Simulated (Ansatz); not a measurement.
Born–Oppenheimer molecular dynamics of a periodic cell of 24 atoms, MoS2 (start crystal MoS2, start structure P6_3/mmc, volume 1.15 times the crystal's). It goes on from the last frame of an earlier run, with new velocities.

Theory: DFT PBE, scalar-relativistic, plane waves, PAW in Ansatz 0.2.0. Settings: accuracy low, PAW set soft_1, cutoff 420 eV, k mesh 2x2x1, fermi-dirac smearing 0.36 eV, no spin polarisation.

```
ensemble        : NVT, Langevin thermostat
time step       : 1.5 fs
steps asked     : 300
set temperature : 2520 K
friction        : 0.01 /fs
seed            : 185458
```

Frames 7.5 fs apart, positions in Å, forces in eV/Å.

Velocities at 180 fs (Å/ps):

```
Mo 3.21 2.70 0.15
Mo 1.29 -0.44 -5.56
S 1.05 -2.95 1.61
S -3.94 4.91 -11.66
S 1.42 -2.87 -5.61
S -0.35 4.70 1.36
Mo 3.43 0.04 -1.05
Mo -8.50 4.50 7.11
S 1.92 7.40 10.88
S -12.46 -11.01 -9.68
S -2.05 -18.02 0.89
S 8.12 3.65 4.28
Mo 4.36 -4.45 -8.99
Mo 0.93 -1.58 -1.43
S 6.95 3.14 -3.58
S -2.76 8.70 16.54
S 1.10 2.47 -8.12
S 12.59 -3.71 7.45
Mo 0.75 -8.23 0.33
Mo -6.64 -2.17 5.08
S 8.62 9.72 -11.97
S 4.67 -2.49 7.60
S 8.88 -0.62 17.18
S 18.53 3.89 6.69
```

```xyz
24
Lattice="-3.3002 -5.7162 0.0000 4.9503 -2.8581 0.0000 0.0000 0.0000 12.8866" Properties=species:S:1:pos:R:3:forces:R:3 time_fs=180 energy_less_start_eV=0.319 T=2438
Mo -0.913 -4.181 4.125 -2.06 -0.42 -0.07
Mo 3.401 -4.030 9.521 -2.40 -1.26 1.10
S 2.092 -3.095 7.500 0.08 -0.32 0.68
S 0.630 -5.480 2.965 0.99 -1.10 -0.18
S 1.044 -4.526 10.577 0.97 1.48 0.35
S 0.365 -4.999 5.669 0.98 -0.15 1.56
Mo 2.524 -4.227 2.930 1.23 -1.16 0.82
Mo 1.957 -1.259 8.784 -0.78 -0.54 0.55
S 4.977 -2.744 8.700 1.44 -1.33 -1.70
S -1.353 -5.126 1.730 -1.71 0.46 0.73
S 2.515 -4.994 13.460 0.79 2.07 0.14
S -0.179 -2.224 3.311 -0.48 1.39 -0.43
Mo 1.848 -1.196 3.369 0.46 -1.29 -0.85
Mo 4.750 -0.990 10.118 -2.11 1.14 0.11
S 3.352 0.184 7.964 0.64 -0.17 -0.25
S 2.708 -2.529 1.509 0.64 2.12 -0.14
S 2.278 -1.264 11.125 0.76 -1.06 -0.20
S 3.114 -2.785 4.696 -0.56 0.36 0.28
Mo 1.404 -7.612 3.157 0.56 -0.52 0.80
Mo -1.550 -4.684 11.094 3.13 0.11 -1.94
S 3.434 -6.163 8.733 -0.37 0.24 -0.25
S -3.847 -8.292 -1.565 0.12 1.86 0.47
S 2.087 -6.707 12.639 -2.45 -1.95 0.52
S -2.622 -4.352 5.766 0.15 0.05 -2.09
24
Lattice="-3.3002 -5.7162 0.0000 4.9503 -2.8581 0.0000 0.0000 0.0000 12.8866" Properties=species:S:1:pos:R:3:forces:R:3 time_fs=187.5 energy_less_start_eV=1.170 T=2331
Mo -0.898 -4.167 4.132 -1.64 -0.34 -0.12
Mo 3.408 -4.043 9.485 -2.02 -0.81 1.04
S 2.109 -3.122 7.541 0.05 0.27 0.89
S 0.598 -5.455 2.875 1.51 -1.27 0.06
S 1.087 -4.519 10.542 0.81 1.65 0.49
S 0.392 -4.951 5.683 1.11 -0.28 1.27
Mo 2.558 -4.223 2.932 0.94 -1.21 1.00
Mo 1.889 -1.229 8.835 0.42 -0.45 -1.27
S 5.018 -2.687 8.784 1.01 -2.13 -2.41
S -1.476 -5.205 1.702 -1.36 0.72 0.64
S 2.527 -5.093 13.449 1.68 5.53 1.57
S -0.125 -2.191 3.328 -1.28 0.65 -0.30
Mo 1.883 -1.233 3.311 0.37 -0.49 1.41
Mo 4.733 -0.991 10.116 -1.71 2.10 0.63
S 3.404 0.220 7.951 -0.27 -0.87 0.16
S 2.696 -2.442 1.617 1.21 0.61 -2.06
S 2.284 -1.259 11.052 1.01 -1.25 0.97
S 3.196 -2.829 4.754 -0.88 0.40 -0.01
Mo 1.410 -7.673 3.168 0.46 0.19 0.52
Mo -1.592 -4.699 11.113 2.60 0.76 -1.66
S 3.488 -6.087 8.658 -0.58 -0.32 -0.36
S -3.810 -8.302 -1.539 -0.23 1.20 0.39
S 2.131 -6.726 12.767 -2.95 -4.79 -1.05
S -2.505 -4.325 5.819 -0.26 0.12 -1.82
24
Lattice="-3.3002 -5.7162 0.0000 4.9503 -2.8581 0.0000 0.0000 0.0000 12.8866" Properties=species:S:1:pos:R:3:forces:R:3 time_fs=195 energy_less_start_eV=1.863 T=1823
Mo -0.890 -4.142 4.134 -1.03 -0.61 0.13
Mo 3.408 -4.066 9.446 -1.39 -0.19 1.27
S 2.139 -3.124 7.638 -0.17 0.29 0.18
S 0.574 -5.413 2.791 1.73 -1.19 0.29
S 1.182 -4.503 10.506 0.60 1.79 0.73
S 0.426 -4.909 5.705 0.99 -0.27 0.74
Mo 2.605 -4.214 2.948 0.57 -1.12 0.63
Mo 1.820 -1.212 8.869 1.47 -0.50 -2.37
S 5.064 -2.663 8.833 0.18 -1.86 -2.56
S -1.622 -5.285 1.701 -0.97 0.96 0.38
S 2.563 -5.093 13.455 1.48 4.63 1.14
S -0.100 -2.162 3.354 -1.37 0.32 -0.23
Mo 1.931 -1.277 3.259 -0.78 1.27 4.79
Mo 4.708 -0.978 10.118 -1.47 2.36 0.80
S 3.460 0.240 7.971 -0.81 -1.09 0.25
S 2.715 -2.355 1.683 2.44 -2.06 -4.84
S 2.309 -1.263 10.983 1.21 -1.07 2.39
S 3.252 -2.856 4.792 -0.97 0.44 0.02
Mo 1.424 -7.725 3.168 0.27 0.75 0.47
Mo -1.613 -4.697 11.119 2.26 0.87 -1.56
S 3.531 -6.032 8.588 -0.51 -1.00 -0.65
S -3.759 -8.304 -1.540 -0.52 0.60 0.39
S 2.169 -6.795 12.854 -2.62 -3.46 -0.89
S -2.430 -4.293 5.831 -0.59 0.13 -1.48
24
Lattice="-3.3002 -5.7162 0.0000 4.9503 -2.8581 0.0000 0.0000 0.0000 12.8866" Properties=species:S:1:pos:R:3:forces:R:3 time_fs=202.5 energy_less_start_eV=1.838 T=1779
Mo -0.894 -4.106 4.128 -0.13 -1.21 0.33
Mo 3.406 -4.091 9.433 -0.97 -0.27 1.67
S 2.153 -3.115 7.753 -0.47 0.13 -0.82
S 0.588 -5.378 2.716 1.31 -0.97 0.49
S 1.226 -4.478 10.487 0.42 1.53 0.94
S 0.460 -4.893 5.743 0.66 -0.14 0.07
Mo 2.638 -4.197 2.980 0.35 -1.10 0.25
Mo 1.769 -1.191 8.880 3.00 -1.03 -2.25
S 5.081 -2.702 8.840 -1.08 0.27 -2.02
S -1.783 -5.372 1.734 -0.22 0.96 -0.25
S 2.644 -5.011 13.491 0.61 1.00 0.18
S -0.086 -2.134 3.383 -0.99 0.18 -0.21
Mo 1.980 -1.315 3.231 -1.12 1.81 6.14
Mo 4.679 -0.958 10.110 -0.85 1.72 0.45
S 3.529 0.260 7.995 -1.19 -1.15 0.14
S 2.781 -2.331 1.673 2.83 -2.95 -5.48
S 2.340 -1.274 10.952 1.16 -0.73 2.91
S 3.315 -2.880 4.852 -1.01 0.55 -0.17
Mo 1.450 -7.751 3.169 -0.47 1.11 1.09
Mo -1.608 -4.683 11.130 1.75 0.92 -1.30
S 3.578 -6.009 8.525 -0.48 -1.22 -0.69
S -3.693 -8.305 -1.506 -0.87 0.24 0.38
S 2.137 -6.910 12.911 -1.42 0.19 -0.73
S -2.389 -4.255 5.808 -0.81 0.14 -1.10
24
Lattice="-3.3002 -5.7162 0.0000 4.9503 -2.8581 0.0000 0.0000 0.0000 12.8866" Properties=species:S:1:pos:R:3:forces:R:3 time_fs=210 energy_less_start_eV=1.783 T=1994
Mo -0.910 -4.074 4.139 1.11 -1.92 -0.37
Mo 3.404 -4.117 9.440 -0.49 -0.94 2.10
S 2.208 -3.127 7.838 -1.05 0.29 -1.81
S 0.628 -5.356 2.671 0.60 -0.96 0.48
S 1.253 -4.459 10.469 0.20 1.07 1.16
S 0.493 -4.881 5.750 0.58 -0.05 -0.23
Mo 2.671 -4.185 3.005 0.21 -0.69 -0.32
Mo 1.738 -1.179 8.871 4.82 -1.88 -1.01
S 5.081 -2.759 8.816 -2.19 2.39 -1.62
S -1.945 -5.444 1.768 1.29 0.12 -1.32
S 2.757 -4.906 13.525 0.02 -0.11 0.23
S -0.096 -2.134 3.419 0.03 0.53 -0.32
Mo 2.016 -1.351 3.240 -0.08 0.56 3.45
Mo 4.639 -0.956 10.084 -0.25 1.28 0.25
S 3.593 0.246 8.036 -1.49 -1.14 -0.02
S 2.886 -2.353 1.565 1.50 -1.51 -2.20
S 2.383 -1.266 10.970 0.68 -0.40 2.24
S 3.384 -2.888 4.887 -1.27 0.54 -0.05
Mo 1.467 -7.769 3.177 -1.87 1.81 2.01
Mo -1.596 -4.656 11.144 1.13 0.99 -0.95
S 3.638 -5.998 8.456 -0.39 -1.10 -0.51
S -3.656 -8.286 -1.445 -1.07 -0.03 0.31
S 2.099 -7.024 12.968 -0.23 1.02 -1.64
S -2.342 -4.209 5.740 -1.78 0.12 0.12
24
Lattice="-3.3002 -5.7162 0.0000 4.9503 -2.8581 0.0000 0.0000 0.0000 12.8866" Properties=species:S:1:pos:R:3:forces:R:3 time_fs=217.5 energy_less_start_eV=2.121 T=2012
Mo -0.918 -4.058 4.160 2.45 -2.31 -1.55
Mo 3.400 -4.148 9.462 -0.01 -1.14 2.68
S 2.238 -3.175 7.895 -1.66 0.95 -2.36
S 0.661 -5.341 2.633 -0.01 -1.10 0.47
S 1.246 -4.429 10.478 0.17 0.62 1.26
S 0.518 -4.880 5.745 0.70 -0.05 -0.35
Mo 2.697 -4.184 3.028 -0.08 -0.12 -0.60
Mo 1.733 -1.177 8.855 4.89 -1.72 0.28
S 5.046 -2.772 8.761 -1.68 2.57 -1.35
S -2.097 -5.539 1.743 2.48 -1.17 -2.09
S 2.858 -4.837 13.565 -0.19 0.01 0.28
S -0.124 -2.144 3.427 1.18 0.80 -0.37
Mo 2.049 -1.392 3.261 0.56 -0.01 0.78
Mo 4.583 -0.941 10.066 0.29 1.04 0.14
S 3.632 0.230 8.066 -1.76 -1.14 -0.16
S 3.058 -2.390 1.437 0.02 -0.53 0.74
S 2.435 -1.264 11.028 -0.12 0.01 1.16
S 3.456 -2.880 4.903 -1.75 0.33 0.37
Mo 1.480 -7.799 3.201 -2.39 2.66 2.32
Mo -1.580 -4.602 11.161 0.82 0.60 -1.04
S 3.677 -5.965 8.394 -0.15 -1.33 -0.54
S -3.660 -8.271 -1.386 -1.03 0.02 0.26
S 2.099 -7.112 13.001 0.42 0.88 -2.08
S -2.286 -4.179 5.701 -3.13 0.12 1.76
24
Lattice="-3.3002 -5.7162 0.0000 4.9503 -2.8581 0.0000 0.0000 0.0000 12.8866" Properties=species:S:1:pos:R:3:forces:R:3 time_fs=225 energy_less_start_eV=1.957 T=2036
Mo -0.913 -4.045 4.163 2.52 -2.54 -1.58
Mo 3.397 -4.192 9.514 0.38 -1.11 2.01
S 2.237 -3.224 7.905 -1.61 1.29 -1.95
S 0.698 -5.347 2.639 -0.39 -1.21 0.52
S 1.219 -4.385 10.477 0.27 0.08 1.14
S 0.516 -4.911 5.757 0.64 -0.03 -0.50
Mo 2.727 -4.175 3.037 -1.03 0.08 -0.68
Mo 1.764 -1.187 8.839 3.16 -0.76 0.94
S 4.989 -2.740 8.662 -0.19 0.84 -1.05
S -2.208 -5.627 1.660 2.57 -1.72 -1.22
S 2.950 -4.798 13.611 -0.30 0.27 0.13
S -0.171 -2.116 3.438 2.42 0.58 -0.17
Mo 2.073 -1.436 3.293 0.46 0.30 -0.56
Mo 4.556 -0.934 10.042 0.55 1.04 0.28
S 3.644 0.195 8.079 -1.89 -1.01 -0.29
S 3.241 -2.429 1.352 -1.25 -0.14 1.82
S 2.487 -1.275 11.099 -0.63 0.41 0.26
S 3.464 -2.842 4.897 -2.28 0.07 1.23
Mo 1.477 -7.826 3.246 -0.74 2.82 0.92
Mo -1.558 -4.530 11.173 0.79 -0.04 -1.27
S 3.724 -5.951 8.311 -0.08 -0.75 -0.06
S -3.673 -8.268 -1.338 -0.83 0.43 0.15
S 2.108 -7.123 12.989 0.64 0.91 -1.88
S -2.260 -4.157 5.717 -3.17 0.19 1.84
24
Lattice="-3.3002 -5.7162 0.0000 4.9503 -2.8581 0.0000 0.0000 0.0000 12.8866" Properties=species:S:1:pos:R:3:forces:R:3 time_fs=232.5 energy_less_start_eV=1.679 T=1808
Mo -0.901 -4.047 4.169 1.75 -2.32 -0.43
Mo 3.384 -4.253 9.584 0.52 -0.59 0.74
S 2.221 -3.258 7.865 -1.07 1.15 -1.03
S 0.713 -5.339 2.668 -0.53 -1.30 0.50
S 1.204 -4.328 10.502 0.41 -0.31 0.94
S 0.527 -4.953 5.781 0.27 0.09 -0.69
Mo 2.746 -4.156 3.026 -1.68 0.19 -0.44
Mo 1.819 -1.221 8.822 1.45 -0.05 1.20
S 4.930 -2.722 8.535 0.74 -0.50 -0.17
S -2.258 -5.706 1.567 2.16 -1.55 0.10
S 3.038 -4.739 13.645 -0.43 0.33 -0.20
S -0.188 -2.094 3.412 2.91 0.02 0.19
Mo 2.095 -1.466 3.325 0.14 0.72 -1.08
Mo 4.540 -0.904 10.007 0.72 0.62 0.19
S 3.624 0.161 8.090 -1.87 -0.78 -0.50
S 3.406 -2.471 1.273 -1.98 0.01 1.97
S 2.544 -1.284 11.168 -0.88 0.65 -0.42
S 3.451 -2.819 4.904 -2.43 -0.14 1.60
Mo 1.464 -7.828 3.286 1.08 2.36 -0.64
Mo -1.541 -4.484 11.171 0.91 -0.40 -1.56
S 3.764 -5.954 8.252 -0.16 -0.22 0.51
S -3.701 -8.262 -1.286 -0.55 0.83 -0.10
S 2.142 -7.066 12.948 0.51 0.90 -1.19
S -2.300 -4.133 5.764 -2.00 0.28 0.54
24
Lattice="-3.3002 -5.7162 0.0000 4.9503 -2.8581 0.0000 0.0000 0.0000 12.8866" Properties=species:S:1:pos:R:3:forces:R:3 time_fs=240 energy_less_start_eV=1.620 T=2092
Mo -0.887 -4.071 4.189 1.04 -1.70 0.52
Mo 3.370 -4.323 9.672 0.51 -0.12 -0.76
S 2.167 -3.243 7.778 -0.43 0.71 -0.03
S 0.692 -5.368 2.704 -0.24 -1.17 0.40
S 1.188 -4.294 10.520 0.58 -0.29 0.79
S 0.540 -4.989 5.792 -0.13 0.29 -0.75
Mo 2.751 -4.127 3.001 -1.67 0.18 -0.03
Mo 1.866 -1.244 8.795 0.05 -0.01 1.48
S 4.885 -2.721 8.400 1.00 -1.11 0.91
S -2.251 -5.756 1.476 1.68 -1.25 1.00
S 3.090 -4.647 13.639 -0.59 0.25 -0.26
S -0.179 -2.078 3.395 2.42 -0.46 0.44
Mo 2.108 -1.476 3.344 0.04 0.92 -1.03
Mo 4.534 -0.862 9.987 1.03 -0.25 0.08
S 3.580 0.111 8.141 -1.57 -0.18 -1.19
S 3.542 -2.495 1.204 -2.01 0.03 1.80
S 2.607 -1.280 11.217 -1.16 0.64 -0.76
S 3.401 -2.803 4.968 -1.76 0.06 0.42
Mo 1.474 -7.823 3.309 1.27 1.39 -0.63
Mo -1.535 -4.461 11.172 1.25 -0.72 -2.18
S 3.792 -5.964 8.192 -0.33 0.32 1.08
S -3.751 -8.252 -1.268 -0.08 1.34 -0.35
S 2.200 -6.984 12.902 -0.10 0.85 -0.22
S -2.370 -4.085 5.820 -0.82 0.30 -0.72
```

Of the whole run (450 fs, mean temperature of the second half 2223 K): The mean temperature of the second half is 12 % below the set value. A run of 0.45 ps of so small a system gives no equilibrium averages. Limits of this set-up: coarse k mesh, low accuracy level.

Run time: 39 min on 2 threads of Arm Neoverse V1, with other jobs on the host, peak memory 1.2 GiB.
